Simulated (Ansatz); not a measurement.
Crystal: Ag.

```
Ag
1.0
     1.47305    0.85046    7.20465
    -1.47305    0.85046    7.20465
     0.00000   -1.70093    7.20465
Ag
3
Cartesian
  0.0000 0.0000 4.8044
  0.0000 0.0000 16.8096
  0.0000 0.0000 0.0000
```

This isn't the form of Ag at room conditions, which is fcc.

```yaml
Program: Ansatz 0.2.0
Task: single point
Functional: PBEsol
Potentials_or_basis: Ansatz PAW
Cutoff: "420 eV (not typed: the program's choice for these potentials)"
k_mesh: 10 × 10 × 10
Occupations: fermi-dirac, width 0.05 eV
Spin: no spin polarisation
```

On this cell: pressure -7.2 GPa; largest force under 0.003 eV/Å; band gap on the k mesh none (metal or under the smearing width).

The same run follows on a disturbed copy (atoms moved at random, drawn with an rms of 0.05 Å):

```xyz
3
Lattice="1.4730 0.8505 7.2046 -1.4730 0.8505 7.2046 0.0000 -1.7009 7.2046" Properties=species:S:1:pos:R:3 pbc="T T T"
Ag   -0.0243   -0.0509    4.7735
Ag    0.0242   -0.0255   16.8169
Ag   -0.0492   -0.0466    0.0008
```

Task: What changes?

Result: The energy (extrapolated to zero smearing) moves by +1.5 meV/atom; pressure -7.2 GPa; largest force 0.147 eV/Å; band gap on the k mesh none (metal or under the smearing width).

Forces in eV/Å, atoms in the order of the input:
```
Ag   0.009  0.011  0.146
Ag  -0.047 -0.015 -0.096
Ag   0.038  0.005 -0.051
```

Stress tensor (GPa, compression positive):
```
-7.08 -0.13  0.02
-0.13 -6.95  0.03
 0.02  0.03 -7.43
```

Caveats: the PAW data sets come from PBE, with cores solved anew for the run's functional, which leaves a small shift of forces and pressure.
